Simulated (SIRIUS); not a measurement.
# Sn (I4_1/amd) in SIRIUS: notebook

The runs below take Sn through equation of state, with LDA.

All numbers are computed with SIRIUS 7.12.0; they aren't measurements. Logs are shortened: lines on timing, memory, paths and dates and some standing lists are left out, and cuts for length are marked. The log counts tension as positive stress, the text compression.

**1. The crystal as given**

The structure is tetragonal, space group I4_1/amd (No. 141). Conventional cell: a = 5.880 Å, b = 5.880 Å, c = 3.199 Å, α = 90.00°, β = 90.00°, γ = 90.00°. Sn (site symmetry -4m2) is surrounded by 6 Sn at 3.05 to 3.20 Å.

**2. Equation of state, LDA, 25.99 Å³/atom (volume scaled by 0.94)**

The input, sirius.json:

```json
{
  "control": {
    "processing_unit": "cpu",
    "std_evp_solver_name": "lapack",
    "gen_evp_solver_name": "lapack",
    "verbosity": 2,
    "print_forces": false,
    "ortho_rf": true,
    "use_second_variation": true,
    "rmt_max": 3.0,
    "num_bands_to_print": 24,
    "save_wf": true
  },
  "parameters": {
    "electronic_structure_method": "full_potential_lapwlo",
    "xc_functionals": ["XC_LDA_X", "XC_LDA_C_PW"],
    "core_relativity": "dirac",
    "valence_relativity": "iora",
    "num_fv_states": 29,
    "smearing": "fermi_dirac",
    "smearing_width": 0.0018374661,
    "pw_cutoff": 20,
    "gk_cutoff": 3.31,
    "lmax_apw": 10,
    "lmax_rho": 8,
    "lmax_pot": 8,
    "num_mag_dims": 0,
    "auto_rmt": 0,
    "ngridk": [9, 9, 9],
    "shiftk": [0, 0, 0],
    "num_dft_iter": 80,
    "energy_tol": 1e-07,
    "density_tol": 1e-05,
    "use_symmetry": true
  },
  "settings": {"tol_ne": 1e-10},
  "iterative_solver": {"type": "exact"},
  "mixer": {"type": "anderson", "beta": 0.5, "max_history": 8},
  "unit_cell": {
    "lattice_vectors": [
      [-5.442639419, 5.442639419, 2.9605470147],
      [5.442639419, -5.442639419, 2.9605470147],
      [5.442639419, 5.442639419, -2.9605470147]
    ],
    "atom_types": ["Sn"],
    "atom_files": {"Sn": "Sn.json"},
    "atoms": {"Sn": [[0.0, 0.0, 0.0], [0.75, 0.25, 0.5]]}
  }
}
```

The input, Sn.json:

```json
{
  "name": "tin",
  "symbol": "Sn",
  "number": 50,
  "mass": 118.71,
  "rmin": 1e-06,
  "rmt": 2.54,
  "nrmt": 800,
  "rinf": 17.22,
  "core": "1s2s2p3s3p3d",
  "valence": [
    {"basis": [{"enu": 0.05, "dme": 0, "n": 0, "auto": 0}, {"enu": 0.05, "dme": 1, "n": 0, "auto": 0}]},
    {"l": 0, "n": 1, "basis": [{"enu": 0.073, "dme": 0, "n": 0, "auto": 0}]},
    {"l": 1, "n": 2, "basis": [{"enu": 0.15, "dme": 0, "n": 0, "auto": 0}]},
    {"l": 2, "n": 3, "basis": [{"enu": 0.15, "dme": 0, "n": 0, "auto": 0}]},
    {"l": 3, "n": 4, "basis": [{"enu": 0.15, "dme": 0, "n": 0, "auto": 0}]}
  ],
  "lo": [
    {"l": 0, "basis": [{"enu": 0.073, "dme": 0, "n": 0, "auto": 0}, {"enu": 0.073, "dme": 1, "n": 0, "auto": 0}]},
    {
      "l": 0,
      "basis": [{"enu": -4.6045, "dme": 0, "n": 4, "auto": 1}, {"enu": -4.6045, "dme": 1, "n": 4, "auto": 1}]
    },
    {
      "l": 0,
      "basis": [{"enu": -4.6045, "dme": 1, "n": 4, "auto": 1}, {"enu": 0.073, "dme": 0, "n": 0, "auto": 0}]
    },
    {"l": 0, "basis": [{"enu": 0.073, "dme": 0, "n": 0, "auto": 0}, {"enu": 2.553, "dme": 0, "n": 0, "auto": 0}]},
    {"l": 1, "basis": [{"enu": 0.15, "dme": 0, "n": 0, "auto": 0}, {"enu": 0.15, "dme": 1, "n": 0, "auto": 0}]},
    {
      "l": 1,
      "basis": [{"enu": -2.9943, "dme": 0, "n": 4, "auto": 1}, {"enu": -2.9943, "dme": 1, "n": 4, "auto": 1}]
    },
    {
      "l": 1,
      "basis": [{"enu": -2.9943, "dme": 1, "n": 4, "auto": 1}, {"enu": 0.15, "dme": 0, "n": 0, "auto": 0}]
    },
    {"l": 1, "basis": [{"enu": 0.15, "dme": 0, "n": 0, "auto": 0}, {"enu": 3.002, "dme": 0, "n": 0, "auto": 0}]},
    {"l": 2, "basis": [{"enu": 0.15, "dme": 0, "n": 0, "auto": 0}, {"enu": 0.15, "dme": 1, "n": 0, "auto": 0}]},
    {
      "l": 2,
      "basis": [{"enu": -0.6616, "dme": 0, "n": 4, "auto": 1}, {"enu": -0.6616, "dme": 1, "n": 4, "auto": 1}]
    },
    {
      "l": 2,
      "basis": [{"enu": -0.6616, "dme": 1, "n": 4, "auto": 1}, {"enu": 0.15, "dme": 0, "n": 0, "auto": 0}]
    },
    {"l": 2, "basis": [{"enu": 0.15, "dme": 0, "n": 0, "auto": 0}, {"enu": 3.374, "dme": 0, "n": 0, "auto": 0}]},
    {"l": 3, "basis": [{"enu": 0.15, "dme": 0, "n": 0, "auto": 0}, {"enu": 0.15, "dme": 1, "n": 0, "auto": 0}]},
    {"l": 3, "basis": [{"enu": 0.15, "dme": 0, "n": 0, "auto": 0}, {"enu": 2.847, "dme": 0, "n": 0, "auto": 0}]}
  ],
  "free_atom": [... radial grid and density of the free atom, the start of the SCF ...]
}
```

The input, sirius_start.json:

```json
{
  "control": {
    "processing_unit": "cpu",
    "std_evp_solver_name": "lapack",
    "gen_evp_solver_name": "lapack",
    "verbosity": 1,
    "print_forces": false,
    "ortho_rf": true,
    "use_second_variation": true,
    "rmt_max": 3.0,
    "num_bands_to_print": 24,
    "save_wf": false
  },
  "parameters": {
    "electronic_structure_method": "full_potential_lapwlo",
    "xc_functionals": ["XC_LDA_X", "XC_LDA_C_PW"],
    "core_relativity": "dirac",
    "valence_relativity": "iora",
    "num_fv_states": 29,
    "smearing": "fermi_dirac",
    "smearing_width": 0.0055123983,
    "pw_cutoff": 20,
    "gk_cutoff": 2.65,
    "lmax_apw": 10,
    "lmax_rho": 8,
    "lmax_pot": 8,
    "num_mag_dims": 0,
    "auto_rmt": 0,
    "ngridk": [4, 4, 4],
    "shiftk": [0, 0, 0],
    "num_dft_iter": 30,
    "energy_tol": 0.01,
    "density_tol": 0.05,
    "use_symmetry": true
  },
  "settings": {"tol_ne": 1e-10},
  "iterative_solver": {"type": "exact"},
  "mixer": {"type": "anderson", "beta": 0.5, "max_history": 8},
  "unit_cell": {
    "lattice_vectors": [
      [-5.442639419, 5.442639419, 2.9605470147],
      [5.442639419, -5.442639419, 2.9605470147],
      [5.442639419, 5.442639419, -2.9605470147]
    ],
    "atom_types": ["Sn"],
    "atom_files": {"Sn": "Sn.json"},
    "atoms": {"Sn": [[0.0, 0.0, 0.0], [0.75, 0.25, 0.5]]}
  }
}
```

Potentials or basis: all-electron FP-LAPW, apw+lo standard.

The run is started by

```sh
$ OMP_NUM_THREADS=1 sirius.scf --input=sirius_start.json --output=start.json
$ OMP_NUM_THREADS=1 sirius.scf --input=sirius.json --output=output.json --task=1
```

Standard output:

```text
[info] SIRIUS version : 7.12.0
[info] number of MPI ranks           : 1
[info] MPI grid                      : 1 1
[info] maximum number of OMP threads : 1
[fft] FFT context for density and potential
[fft] =====================================
[fft]   plane wave cutoff                     : 20
[fft]   grid size                             : 60 60 60   total : 216000
[fft]   grid limits                           : -29 30   -29 30   -29 30
[fft]   number of G-vectors within the cutoff : 47415
[fft]   number of G-shells                    : 3314
[fft] FFT context for coarse grid
[fft] =====================================
[fft]   plane wave cutoff                     : 6.62
[fft]   grid size                             : 20 20 20   total : 8000
[fft]   grid limits                           : -9 10   -9 10   -9 10
[fft]   number of G-vectors within the cutoff : 1747
[fft]   number of G-shells                    : 152
[unit cell] lattice vectors
[unit cell]   a1 :      -5.4426394190      5.4426394190      2.9605470147
[unit cell]   a2 :       5.4426394190     -5.4426394190      2.9605470147
[unit cell]   a3 :       5.4426394190      5.4426394190     -2.9605470147
[unit cell] reciprocal lattice vectors
[unit cell]   b1 :      -0.0000000000      0.5772185904      1.0611527660
[unit cell]   b2 :       0.5772185904     -0.0000000000      1.0611527660
[unit cell]   b3 :       0.5772185904      0.5772185904      0.0000000000
[unit cell] unit cell volume :       350.79312971 [a.u.^3]
[unit cell] 1/sqrt(omega)    :         0.05339179
[unit cell] MT volume        :       137.28394634 (39.14%)
[unit cell] IT volume        :       213.50918338 (60.86%)
[unit cell] number of atom types : 1
[unit cell] type id : 0 symbol : Sn mt_radius :   2.540000 num_atoms : 2
[unit cell] total number of atoms : 2
[unit cell] number of symmetry classes : 1
[unit cell] atom id  type id  class id             position                      vector_field
[unit cell] ------------------------------------------------------------------------------------------
[unit cell]      0        0        0      0.00000   0.00000   0.00000      0.00000   0.00000   0.00000
[unit cell]      1        0        0      0.75000   0.25000   0.50000      0.00000   0.00000   0.00000
[unit cell] atom id         position (Cartesian, a.u.)
[unit cell] ---------------------------------------------
[unit cell]      0       0.000000    0.000000    0.000000
[unit cell]      1      -0.000000    5.442639    1.480274
[... 322 lines left out ...]
[generate_radial_functions] {l: 2, n: 4, enu: -0.545747, dme: 0, auto: 1}
[generate_radial_functions] {l: 2, n: 4, enu: -0.545747, dme: 1, auto: 1}
[generate_radial_functions] {l: 2, n: 4, enu: -0.545747, dme: 1, auto: 1}
[diagonalize] Lowest band energies
[diagonalize] ik:    0   -4.504692   -4.504651   -2.884466   -2.884459   -2.884245   -2.884245   -2.883909   -2.883909   -0.559520   -0.555707   -0.554074   -0.553439   -0.547035   -0.547035   -0.546449   -0.546449   -0.543120   -0.538585   -0.187705    0.100186    0.157852    0.157852    0.345910    0.468524
[diagonalize] ik:    1   -4.504690   -4.504651   -2.884489   -2.884479   -2.884245   -2.884232   -2.883914   -2.883903   -0.559163   -0.554626   -0.553708   -0.552231   -0.547687   -0.547542   -0.546679   -0.546621   -0.543208   -0.538943   -0.178367    0.087874    0.158830    0.187803    0.361264    0.415022
[diagonalize] ik:    2   -4.504685   -4.504652   -2.884547   -2.884540   -2.884248   -2.884198   -2.883939   -2.883896   -0.558221   -0.552844   -0.552496   -0.550409   -0.549144   -0.547537   -0.547396   -0.546871   -0.543700   -0.539787   -0.150338    0.077621    0.163832    0.245778    0.297984    0.336843
[diagonalize] ik:    3   -4.504679   -4.504652   -2.884609   -2.884608   -2.884245   -2.884147   -2.883980   -2.883890   -0.557158   -0.552103   -0.551553   -0.551025   -0.550025   -0.548334   -0.546040   -0.544451   -0.544232   -0.540751   -0.104087    0.077258    0.175062    0.185193    0.246151    0.327595
[diagonalize] ik:    4   -4.504674   -4.504654   -2.884652   -2.884651   -2.884245   -2.884092   -2.884028   -2.883886   -0.556388   -0.552847   -0.552446   -0.550820   -0.549606   -0.549005   -0.545135   -0.543794   -0.542636   -0.541251   -0.044441    0.048600    0.142562    0.184061    0.187959    0.324670
[diagonalize] ...
[diagonalize] ik:   70   -4.504674   -4.504668   -2.884491   -2.884485   -2.884261   -2.884260   -2.883891   -2.883891   -0.555546   -0.555482   -0.549527   -0.548726   -0.548514   -0.547113   -0.547087   -0.546657   -0.546173   -0.545661   -0.055558   -0.051824    0.075967    0.076978    0.316859    0.500592
[diagonalize] ik:   71   -4.504675   -4.504662   -2.884545   -2.884538   -2.884264   -2.884254   -2.883890   -2.883880   -0.554875   -0.553373   -0.549316   -0.548909   -0.548656   -0.548094   -0.547490   -0.546684   -0.546192   -0.544563   -0.037791   -0.020912    0.082268    0.095668    0.211158    0.447212
[diagonalize] ik:   72   -4.504675   -4.504656   -2.884607   -2.884603   -2.884255   -2.884255   -2.883880   -2.883880   -0.555220   -0.550640   -0.550538   -0.550538   -0.549840   -0.548379   -0.548379   -0.545362   -0.544112   -0.542600   -0.010510    0.017629    0.115618    0.115618    0.126655    0.367592
[diagonalize] ik:   73   -4.504672   -4.504671   -2.884468   -2.884466   -2.884277   -2.884265   -2.883891   -2.883881   -0.556321   -0.556263   -0.549363   -0.548366   -0.547953   -0.547612   -0.546853   -0.546348   -0.546250   -0.546134   -0.062374   -0.047933    0.052321    0.067016    0.426941    0.427193
[diagonalize] ik:   74   -4.504674   -4.504668   -2.884490   -2.884484   -2.884275   -2.884275   -2.883880   -2.883880   -0.555569   -0.555511   -0.548838   -0.548414   -0.547471   -0.547471   -0.546966   -0.546958   -0.546703   -0.546703   -0.045889   -0.041211    0.057837    0.057837    0.312834    0.510840
[generate_core_charge_density] atom class : 0
[generate_core_charge_density]   n,l,k : 1 0 1  energy :       -1063.93574281
[generate_core_charge_density]   n,l,k : 2 0 1  energy :        -160.27185357
[generate_core_charge_density]   n,l,k : 2 1 1  energy :        -149.76636690
[generate_core_charge_density]   n,l,k : 2 1 2  energy :        -141.30195371
[generate_core_charge_density]   n,l,k : 3 0 1  energy :         -30.58736079
[generate_core_charge_density]   n,l,k : 3 1 1  energy :         -26.31305306
[generate_core_charge_density]   n,l,k : 3 1 2  energy :         -24.76753979
[generate_core_charge_density]   n,l,k : 3 2 2  energy :         -17.18368999
[generate_core_charge_density]   n,l,k : 3 2 3  energy :         -16.86425606
[find] Total energy                   :  -12347.54058639 (Ha),  -24695.08117277 (Ry)
[find] iteration : 1, RMS (target) : 3.4647e-03 (1.0000e-05) , energy difference (target) : -3.2113e-05 (1.0000e-07)
[find] Total energy                   :  -12347.54057985 (Ha),  -24695.08115970 (Ry)
[find] iteration : 2, RMS (target) : 1.3590e-03 (1.0000e-05) , energy difference (target) : 6.5383e-06 (1.0000e-07)
[find] Total energy                   :  -12347.54057867 (Ha),  -24695.08115734 (Ry)
[find] iteration : 3, RMS (target) : 2.0696e-04 (1.0000e-05) , energy difference (target) : 1.1785e-06 (1.0000e-07)
[find] Total energy                   :  -12347.54057881 (Ha),  -24695.08115762 (Ry)
[find] iteration : 4, RMS (target) : 1.4575e-05 (1.0000e-05) , energy difference (target) : -1.4052e-07 (1.0000e-07)
[... 11 lines left out ...]
[find] valence_eval_sum               :     -62.91922449
[find] core_eval_sum                  :   -7391.60792845
[find] kinetic energy                 :   12993.47791958
[find] enuc                           :  -15009.21268675
[find] <rho|V^{XC}>                   :    -424.30538330
[find] <rho|E^{XC}>                   :    -319.95617473
[find] <mag|B^{XC}>                   :       0.00000000
[find] <rho|V^{H}>                    :  -20023.69968922
[find] smearing (-TS)                 :      -0.00027201
[find] SCF correction                 :       0.00020767
[find] Total energy                   :  -12347.54057883 (Ha),  -24695.08115766 (Ry)
[find] Free energy (E-TS)             :  -12347.54085084 (Ha),  -24695.08170168 (Ry)
[find] band gap (eV)                  :       0.00000000
[find] Efermi                         :       0.23929916
[find] iteration : 5, RMS (target) : 2.7718e-06 (1.0000e-05) , energy difference (target) : -2.0802e-08 (1.0000e-07)
[find] converged after 6 SCF iterations!
[find] Charges and magnetic moments
[find] --------------------------------------------------------------------------------
[find] atom      charge    core leakage
[find] --------------------------------------------------------------------------------
[find]    0   48.029722    8.117526e-11
[find]    1   48.029722    8.117526e-11
[find] total core leakage    : 1.62350513e-10
[find] interstitial charge   : 3.940552
[find] total charge          : 99.999996
[find] Energy
[find] --------------------------------------------------------------------------------
[find] valence_eval_sum               :     -62.91922449
[find] core_eval_sum                  :   -7391.60792845
[find] kinetic energy                 :   12993.47791958
[find] enuc                           :  -15009.21268675
[find] <rho|V^{XC}>                   :    -424.30538330
[find] <rho|E^{XC}>                   :    -319.95617473
[find] <mag|B^{XC}>                   :       0.00000000
[find] <rho|V^{H}>                    :  -20023.69968922
[find] smearing (-TS)                 :      -0.00027201
[find] SCF correction                 :       0.00020767
[find] Total energy                   :  -12347.54057883 (Ha),  -24695.08115766 (Ry)
[find] Free energy (E-TS)             :  -12347.54085084 (Ha),  -24695.08170168 (Ry)
[find] band gap (eV)                  :       0.00000000
[find] Efermi                         :       0.23929916
```

Wall time 61 s (1 thread of Arm Neoverse V1, shared host); peak memory 0.56 GiB.

Results:

```
Free energy                                       : -335993.7033 eV
Band gap on the k mesh                            : none (metal or under the smearing width)
All electrons inside the program's atomic spheres : Sn 48.03 (radii Sn 2.54 bohr)
```

**3. Equation of state, LDA, 26.54 Å³/atom (volume scaled by 0.96)**

Edit sirius.json of step 2 so:

```diff
@@ -40,5 +40,5 @@
     "lattice_vectors": [
-      [-5.442639419, 5.442639419, 2.9605470147],
-      [5.442639419, -5.442639419, 2.9605470147],
-      [5.442639419, 5.442639419, -2.9605470147]
+      [-5.4809691284, 5.4809691284, 2.9813966242],
+      [5.4809691284, -5.4809691284, 2.9813966242],
+      [5.4809691284, 5.4809691284, -2.9813966242]
     ],
```

Sn.json is that of step 2.

Edit sirius_start.json of step 2 so:

```diff
@@ -40,5 +40,5 @@
     "lattice_vectors": [
-      [-5.442639419, 5.442639419, 2.9605470147],
-      [5.442639419, -5.442639419, 2.9605470147],
-      [5.442639419, 5.442639419, -2.9605470147]
+      [-5.4809691284, 5.4809691284, 2.9813966242],
+      [5.4809691284, -5.4809691284, 2.9813966242],
+      [5.4809691284, 5.4809691284, -2.9813966242]
     ],
```

Potentials or basis: all-electron FP-LAPW, apw+lo standard.

The run is started by

```sh
$ OMP_NUM_THREADS=1 sirius.scf --input=sirius_start.json --output=start.json
$ OMP_NUM_THREADS=1 sirius.scf --input=sirius.json --output=output.json --task=1
```

Wall time 65 s (1 thread of Arm Neoverse V1, shared host); peak memory 0.57 GiB.

Results (log left out):

| Item | Value |
| --- | --- |
| Free energy | -335993.7023 eV |
| Band gap on the k mesh | none (metal or under the smearing width) |
| All electrons inside the program's atomic spheres | Sn 48.01 (radii Sn 2.54 bohr) |

(Continued in part 2 of 2.)
